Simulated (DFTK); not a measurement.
Runs of DFTK 0.8.2 on GaN. It takes space group P6_3mc (No. 186, hexagonal). Conventional cell: a = 3.180 Å, b = 3.180 Å, c = 5.166 Å, α = 90.00°, β = 90.00°, γ = 120.00°. Ga (site symmetry 3m) has 4 N at 1.94 to 1.95 Å as nearest neighbours. Around N (site symmetry 3m) lie 4 Ga at 1.94 to 1.95 Å. 

| task | level | potentials or basis | k mesh | cutoff (eV) | valence electrons | SCF solver | mesh quality | gap on the mesh (eV) | pressure (GPa) | largest force (eV/Å) |
| --- | --- | --- | --- | --- | --- | --- | --- | --- | --- | --- |
| single point | PBEsol | dojo.nc.sr.pbesol.v0_4_1.standard.upf (PBEsol) | 10 × 10 × 5 | 1143 | Ga 13, N 5 | - | not flagged | 1.95 | 1.2 | 0.13 |
| band structure | BJ06 | SG15 1.2 (PBE) | 6 × 6 × 3 | 1225 | Ga 13, N 5 | ScfAndersonSolver | not flagged | (b) | - | - |
| band structure | PBE | cp2k.nc.sr.pbe.v0_1.largecore.gth (PBE, GTH, large core) | 8 × 8 × 4 | 1633 | Ga 3, N 5 | - | not flagged | 2.33 | - | 0.13 |
| band structure | PBEsol | SPMS 1.0 (PBE) | 9 × 9 × 4 | 816 | Ga 13, N 5 | - | not flagged | 1.90 | - | 0.13 |
| band structure | r2SCAN | SG15 1.2 (PBE) | 6 × 6 × 3 | 1225 | Ga 13, N 5 | ScfAndersonSolver | not flagged | 2.12 | (c) | (a) |

Alike in all rows: no spin polarisation; cell as given; smearing fermi-dirac 0.05 eV.

Problem. Estimate the missing entries.

Solution. (a) 0.12; (b) 2.04; (c) -0.4.

Caveats: the potentials were made for another functional, which shifts forces and pressure (some runs); an odd mesh through Γ misses points on the zone boundary, where band edges often lie (some runs); the program leaves the constant c of mgga_x_tb09 at 1, so the potential is Becke-Johnson's (BJ06) and not Tran and Blaha's, with levels but no total energy (some runs); this set keeps more shells in the core, which shifts pressures and gaps (some runs).

A k mesh can miss the band edges, and the runs leave out spin-orbit coupling on Ga.

Not every run made on this cell is shown here.
